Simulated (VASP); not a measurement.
# BP (F-43m) in VASP: a series of runs, part 3 of 3

VASP 6.6.1. Earlier steps stand in the parts before.

**5. Relaxation of the atoms, r2SCAN (a relaxed cell with its volume scaled by 0.98)**

Contents of INCAR:

```
SYSTEM = BP
PREC = Accurate
ENCUT = 600
EDIFF = 1E-7
ISMEAR = 0
SIGMA = 0.03
LREAL = .FALSE.
LASPH = .TRUE.
NELM = 80
ALGO = Normal
ISIF = 2
LWAVE = .FALSE.
LCHARG = .FALSE.
METAGGA = R2SCAN
LMIXTAU = .TRUE.
IBRION = 2
NSW = 40
EDIFFG = -0.01
```

Contents of KPOINTS:

```
Automatic mesh
0
G
  10 10 10
  0 0 0
```

Contents of POSCAR:

```
BP                                      
1.0
    0.0000000000      2.2508099733      2.2508099733
    2.2508099733      0.0000000000      2.2508099733
    2.2508099733      2.2508099733      0.0000000000
  B               P             
     1     1
Direct
     0.0000000000000000    0.0000000000000000    0.0000000000000000
     0.2500000000000000    0.2500000000000000    0.2500000000000000
```

Potentials or basis: VASP PAW PBE potentials, release 64 (B, P).

Command:

```bash
$ cat potpaw_PBE.64/B/POTCAR potpaw_PBE.64/P/POTCAR > POTCAR
$ mpirun -np 1 vasp_std > vasp.out
```

OUTCAR:

```text
SYSTEM = BP
   PREC = Accurate
   ENCUT = 600
   EDIFF = 1E-7
   ISMEAR = 0
   LREAL = .FALSE.
   LASPH = .TRUE.
   NELM = 80
   ISIF = 2
   METAGGA = R2SCAN
   IBRION = 2
   NSW = 40
   EDIFFG = -0.01

 ion  position               nearest neighbor table
   1  0.000  0.000  0.000-   2 1.95   2 1.95   2 1.95   2 1.95
   2  0.250  0.250  0.250-   1 1.95   1 1.95   1 1.95   1 1.95

  LATTYP: Found a face centered cubic cell.
 ALAT       =     4.5016199466

  Lattice vectors:

 A1 = (   0.0000000000,   2.2508099733,   2.2508099733)
 A2 = (   2.2508099733,   0.0000000000,   2.2508099733)
 A3 = (   2.2508099733,   2.2508099733,   0.0000000000)

Analysis of symmetry for initial positions (statically):
=====================================================================
 Subroutine PRICEL returns:
 Original cell was already a primitive cell.

 Routine SETGRP: Setting up the symmetry group for a
 face centered cubic supercell.

 Subroutine GETGRP returns: Found 24 space group operations
 (whereof 24 operations were pure point group operations)
 out of a pool of 48 trial point group operations.

The static configuration has the point symmetry T_d .

Analysis of symmetry for dynamics (positions and initial velocities):
=====================================================================
 Subroutine PRICEL returns:
 Original cell was already a primitive cell.

 Routine SETGRP: Setting up the symmetry group for a
 face centered cubic supercell.

 Subroutine GETGRP returns: Found 24 space group operations
 (whereof 24 operations were pure point group operations)
 out of a pool of 48 trial point group operations.

The dynamic configuration has the point symmetry T_d .

 Subroutine INISYM returns: Found 24 space group operations
 (whereof 24 operations are pure point group operations),
 and found     1 'primitive' translations
[... 118 lines left out ...]
  Thomas-Fermi vector in A             =   2.291212
   LORBIT       =      0    0 simple, 1 ext, 2 COOP (PROOUT), +10 PAW based schemes
   METAGGA = R2SCAN    functional components
   LHFCALC =     F    Hartree Fock is set to
   AEXX    =    0.0000 exact exchange contribution
   IVDW    =     0    specifies the selected vdW correction
   LEPSILON=     F    determine dielectric tensor
   LRPA    =     F    only Hartree local field effects (RPA)
 conjugate gradient relaxation of ions
 non-spin polarized calculation
 Gauss-broadening in eV      SIGMA  =   0.03
  energy-cutoff  :      600.00
  volume of cell :       22.81
 maximum number of plane-waves:       778
 NGX is ok and might be reduce to    28
   NGX = 13   NGY = 13   NGZ = 13

 number of electron       8.0000001 magnetization

 Free energy of the ion-electron system (eV)
  ---------------------------------------------------
  ext. energy  EPLUGINS =         0.00000000
  ---------------------------------------------------
  free energy    TOTEN  =       -17.30857143 eV

  energy without entropy =      -17.30857143  energy(sigma->0) =      -17.30857143

 E-fermi :   7.8390     XC(G=0): -11.6105

 val. band max:        7.6783392209   @ k =   0.0000   0.0000   0.0000
 cond. band min:       9.0930286141   @ k =   0.4000   0.4000   0.0000
 fundamental gap:      1.4146893932
 Fermi energy:         7.8390335673

 k-point     1 :       0.0000    0.0000    0.0000
  band No.  band energies     occupation
      1      -8.8050      2.00000
      2       7.6783      2.00000
      3       7.6783      2.00000
      4       7.6783      2.00000
      5      11.3572      0.00000
      6      11.3572      0.00000
      7      11.3572      0.00000
      8      16.0803      0.00000
[... 243 lines left out ...]
 k-point    24 :       0.4000    0.3000    0.0000
  band No.  band energies     occupation
      1      -5.6429      2.00000
      2       1.1021      2.00000
      3       3.3280      2.00000
      4       3.8872      2.00000
      5       9.7025      0.00000
      6      11.6222      0.00000
      7      17.9892      0.00000
      8      18.0247      0.00000

 [... further k-points ...]

------------------------ aborting loop because EDIFF is reached ----------------------------------------

  FORCE on cell =-STRESS in cart. coord.  units (eV):
  Direction    XX          YY          ZZ          XY          YZ          ZX
  --------------------------------------------------------------------------------------
  -------------------------------------------------------------------------------------
  Total        0.5093805      0.5093805      0.5093805      0.0000000      0.0000000      0.0000000
  in kB       35.7854473     35.7854473     35.7854473      0.0000000      0.0000000      0.0000000
  external PRESSURE =      35.7854473 kB  Pullay stress =       0.0000000 kB

 VOLUME and BASIS-vectors are now :
 -----------------------------------------------------------------------------
  energy-cutoff  :      600.00
  volume of cell :       22.81
      direct lattice vectors                 reciprocal lattice vectors
     0.000000000  2.250809973  2.250809973    -0.222142254  0.222142254  0.222142254
     2.250809973  0.000000000  2.250809973     0.222142254 -0.222142254  0.222142254
     2.250809973  2.250809973  0.000000000     0.222142254  0.222142254 -0.222142254

 POSITION                                       TOTAL-FORCE (eV/Angst)
 -----------------------------------------------------------------------------------
      0.00000      0.00000      0.00000         0.000000      0.000000      0.000000
      1.12540      1.12540      1.12540        -0.000000     -0.000000     -0.000000
 -----------------------------------------------------------------------------------
    total drift:                               -0.000000     -0.000000     -0.000000

  FREE ENERGIE OF THE ION-ELECTRON SYSTEM (eV)
  ---------------------------------------------------
  free  energy   TOTEN  =       -17.3085714282 eV

  energy  without entropy=      -17.3085714282  energy(sigma->0) =      -17.30857143

 reached required accuracy - stopping structural energy minimisation
```

OSZICAR:

```text
N       E                     dE             d eps       ncg     rms          rms(c)
DAV:   1     0.935320730867E+01    0.93532E+01   -0.47024E+03   752   0.104E+03
DAV:   2    -0.188757037284E+02   -0.28229E+02   -0.27070E+02  1168   0.125E+02
DAV:   3    -0.192078515989E+02   -0.33215E+00   -0.33215E+00   856   0.175E+01
DAV:   4    -0.192087490496E+02   -0.89745E-03   -0.89745E-03  1240   0.931E-01
[... 10 lines left out ...]
DAV:  15    -0.173085620096E+02   -0.24524E-04   -0.34569E-05   840   0.543E-02    0.892E-03
DAV:  16    -0.173085715718E+02   -0.95622E-05   -0.73845E-06   752   0.323E-02    0.148E-03
DAV:  17    -0.173085712827E+02    0.28908E-06   -0.18935E-07   984   0.535E-03    0.179E-03
DAV:  18    -0.173085714919E+02   -0.20919E-06   -0.54274E-08   400   0.237E-03    0.942E-04
DAV:  19    -0.173085714282E+02    0.63749E-07   -0.16423E-08   376   0.134E-03
   1 F= -.17308571E+02 E0= -.17308571E+02  d E =-.173086E+02
```

CONTCAR:

```text
BP
   1.00000000000000
     0.0000000000000000    2.2508099733000000    2.2508099733000000
     2.2508099733000000    0.0000000000000000    2.2508099733000000
     2.2508099733000000    2.2508099733000000    0.0000000000000000
  B               P
     1     1
Direct
     0.0000000000000000    0.0000000000000000    0.0000000000000000
     0.2500000000000000    0.2500000000000000    0.2500000000000000

  0.00000000E+00  0.00000000E+00  0.00000000E+00
  0.00000000E+00  0.00000000E+00  0.00000000E+00
```

Run time: 30 s. Hardware: 1 thread of Intel Xeon 6975P-C (Granite Rapids), shared host; peak memory 0.16 GiB.

Results:

- Free energy: -17.3086 eV
- Pressure after relaxing: 3.6 GPa
- Band gap on the k mesh: 1.41 eV, indirect (least direct gap 3.68 eV)

Final structure:
```yaml
crystal:
  lattice:
    - [0.00000, 2.25081, 2.25081]
    - [2.25081, 0.00000, 2.25081]
    - [2.25081, 2.25081, 0.00000]
  atoms:
    - { symbol: B, position: [0.00000, 0.00000, 0.00000] }
    - { symbol: P, position: [0.25000, 0.25000, 0.25000] }
```

Levels at points of the mesh, in eV from the valence-band top:
```tsv
k point	band 2	band 3	band 4	band 5	band 6	band 7
(0.00, 0.00, 0.00)	0.00	0.00	0.00	3.68	3.68	3.68
(0.50, 0.00, 0.00)	-9.68	-1.90	-1.90	4.29	5.05	5.05
(0.50, 0.50, 0.00)	-9.26	-4.44	-4.44	1.49	1.89	13.30
```

Caveat: the relaxation stopped at its first step, so nothing moved; the PAW data sets were made with another functional, which shifts forces and pressure a little. A k mesh can miss the band edges.

**6. Relaxation of the atoms, r2SCAN**

INCAR is that of step 5.

KPOINTS is that of step 5.

Contents of POSCAR:

```
BP                                      
1.0
    0.0000000000      2.2660186101      2.2660186101
    2.2660186101      0.0000000000      2.2660186101
    2.2660186101      2.2660186101      0.0000000000
  B               P             
     1     1
Direct
     0.0000000000000000    0.0000000000000000    0.0000000000000000
     0.2500000000000000    0.2500000000000000    0.2500000000000000
```

Potentials or basis: VASP PAW PBE potentials, release 64 (B, P).

Command:

```bash
$ cat potpaw_PBE.64/B/POTCAR potpaw_PBE.64/P/POTCAR > POTCAR
$ mpirun -np 1 vasp_std > vasp.out
```

OUTCAR:

```text
SYSTEM = BP
   PREC = Accurate
   ENCUT = 600
   EDIFF = 1E-7
   ISMEAR = 0
   LREAL = .FALSE.
   LASPH = .TRUE.
   NELM = 80
   ISIF = 2
   METAGGA = R2SCAN
   IBRION = 2
   NSW = 40
   EDIFFG = -0.01

 ion  position               nearest neighbor table
   1  0.000  0.000  0.000-   2 1.96   2 1.96   2 1.96   2 1.96
   2  0.250  0.250  0.250-   1 1.96   1 1.96   1 1.96   1 1.96

  LATTYP: Found a face centered cubic cell.
 ALAT       =     4.5320372202

  Lattice vectors:

 A1 = (   0.0000000000,   2.2660186101,   2.2660186101)
 A2 = (   2.2660186101,   0.0000000000,   2.2660186101)
 A3 = (   2.2660186101,   2.2660186101,   0.0000000000)

Analysis of symmetry for initial positions (statically):
=====================================================================
 Subroutine PRICEL returns:
 Original cell was already a primitive cell.

 Routine SETGRP: Setting up the symmetry group for a
 face centered cubic supercell.

 Subroutine GETGRP returns: Found 24 space group operations
 (whereof 24 operations were pure point group operations)
 out of a pool of 48 trial point group operations.
[... 171 lines left out ...]
 Fermi energy:         7.5670158615

 k-point     1 :       0.0000    0.0000    0.0000
  band No.  band energies     occupation
      1      -8.8597      2.00000
      2       7.4354      2.00000
      3       7.4354      2.00000
      4       7.4354      2.00000
      5      11.0826      0.00000
      6      11.0826      0.00000
      7      11.0826      0.00000
      8      15.5101      0.00000
[... 243 lines left out ...]
 k-point    24 :       0.4000    0.3000    0.0000
  band No.  band energies     occupation
      1      -5.7529      2.00000
      2       0.9045      2.00000
      3       3.1635      2.00000
      4       3.7104      2.00000
      5       9.4742      0.00000
      6      11.3841      0.00000
      7      17.6127      0.00000
      8      17.6242      0.00000

 [... further k-points ...]

------------------------ aborting loop because EDIFF is reached ----------------------------------------

  FORCE on cell =-STRESS in cart. coord.  units (eV):
  Direction    XX          YY          ZZ          XY          YZ          ZX
  --------------------------------------------------------------------------------------
  -------------------------------------------------------------------------------------
  Total        0.0008018      0.0008018      0.0008018      0.0000000      0.0000000     -0.0000000
  in kB        0.0552016      0.0552016      0.0552016      0.0000000      0.0000000     -0.0000000
  external PRESSURE =       0.0552016 kB  Pullay stress =       0.0000000 kB

 VOLUME and BASIS-vectors are now :
 -----------------------------------------------------------------------------
  energy-cutoff  :      600.00
  volume of cell :       23.27
      direct lattice vectors                 reciprocal lattice vectors
     0.000000000  2.266018610  2.266018610    -0.220651321  0.220651321  0.220651321
     2.266018610  0.000000000  2.266018610     0.220651321 -0.220651321  0.220651321
     2.266018610  2.266018610  0.000000000     0.220651321  0.220651321 -0.220651321

 POSITION                                       TOTAL-FORCE (eV/Angst)
 -----------------------------------------------------------------------------------
      0.00000      0.00000      0.00000        -0.000000      0.000000     -0.000000
      1.13301      1.13301      1.13301         0.000000     -0.000000      0.000000
 -----------------------------------------------------------------------------------
    total drift:                               -0.000000     -0.000000     -0.000000

  FREE ENERGIE OF THE ION-ELECTRON SYSTEM (eV)
  ---------------------------------------------------
  free  energy   TOTEN  =       -17.3139174342 eV

  energy  without entropy=      -17.3139174342  energy(sigma->0) =      -17.31391743

 reached required accuracy - stopping structural energy minimisation
```

Wall time 32 s (1 thread of Intel Xeon 6975P-C (Granite Rapids), shared host); peak memory 0.16 GiB.

Results:

```
Free energy             : -17.3139 eV
Pressure after relaxing : 0.0 GPa
Band gap on the k mesh  : 1.44 eV, indirect (least direct gap 3.65 eV)
```

Final structure:
```cif
data_structure
_symmetry_space_group_name_H-M 'P 1'
_symmetry_Int_Tables_number 1
_cell_length_a 3.2046
_cell_length_b 3.2046
_cell_length_c 3.2046
_cell_angle_alpha 60.000
_cell_angle_beta 60.000
_cell_angle_gamma 60.000
_cell_volume 23.27
loop_
_atom_site_label
_atom_site_type_symbol
_atom_site_fract_x
_atom_site_fract_y
_atom_site_fract_z
_atom_site_occupancy
B1 B 0.00000 0.00000 0.00000 1
P1 P 0.25000 0.25000 0.25000 1
```

Levels at points of the mesh, in eV from the valence-band top:
```tsv
k point	band 1	band 2	band 3	band 4	band 5	band 6	band 7	band 8
(0.00, 0.00, 0.00)	-16.30	0.00	0.00	0.00	3.65	3.65	3.65	8.07
(0.50, 0.00, 0.00)	-12.79	-9.53	-1.87	-1.87	4.16	5.03	5.03	10.94
(0.50, 0.50, 0.00)	-11.11	-9.15	-4.36	-4.36	1.53	1.91	13.10	13.10
```

Caveat: the relaxation stopped at its first step, so nothing moved; the PAW data sets were made with another functional, which shifts forces and pressure a little. A k mesh can miss the band edges.

**7. The runs side by side**

| task | cell | gap on the mesh (eV) | pressure (GPa) |
| --- | --- | --- | --- |
| relaxation of cell and atoms | relaxed | 1.44 | 0.0 |
| relaxation of the atoms | atoms relaxed from: a relaxed cell with its volume scaled by 0.94 | 1.36 | 11.8 |
| relaxation of the atoms | atoms relaxed from: a relaxed cell with its volume scaled by 0.96 | 1.39 | 7.5 |
| relaxation of the atoms | atoms relaxed from: a relaxed cell with its volume scaled by 0.98 | 1.41 | 3.6 |
| relaxation of the atoms | atoms relaxed | 1.44 | 0.0 |

Alike in all rows: level r2SCAN; potentials or basis VASP PAW PBE potentials, release 64 (B, P); no spin polarisation; k mesh 10 × 10 × 10; cutoff (eV) 600; smearing gaussian 0.03 eV.

Caveats: the relaxation stopped at its first step, so nothing moved; the PAW data sets were made with another functional, which shifts forces and pressure a little.

Total energies depend on the potentials used, so only differences within one code and one set of settings carry meaning.
